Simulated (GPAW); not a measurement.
TiO2:

```
CELL_PARAMETERS angstrom
4.59984 0.00000 0.00000
0.00000 4.59984 0.00000
0.00000 0.00000 2.95921
ATOMIC_POSITIONS crystal
Ti 0.00000 0.00000 0.50000
Ti 0.50000 0.50000 0.00000
O 0.30432 0.30432 0.50000
O 0.69568 0.69568 0.50000
O 0.19568 0.80432 0.00000
O 0.80432 0.19568 0.00000
```

The cell is a database's computed one.

Base run:

```yaml
Program: GPAW 26.7.0
Functional: TPSS
Potentials_or_basis: GPAW PAW data sets (gpaw-data 1.2.1)
Cutoff: 800 eV
Basis: pw
k_mesh: 4 × 4 × 6
Occupations: fermi-dirac, width 0.05 eV
Spin: no spin polarisation
```

Its results: band gap on the k mesh 1.99 eV, direct; largest force 0.023 eV/Å.

The run is repeated on the same cell with these changes: functional from TPSS to optB88-vdW. What comes out?

Band gap on the k mesh 1.85 eV, direct; largest force 0.084 eV/Å.

Caveats: the PAW data sets were made with another functional, which shifts forces and pressure a little.

Not every run made on this cell is shown here.
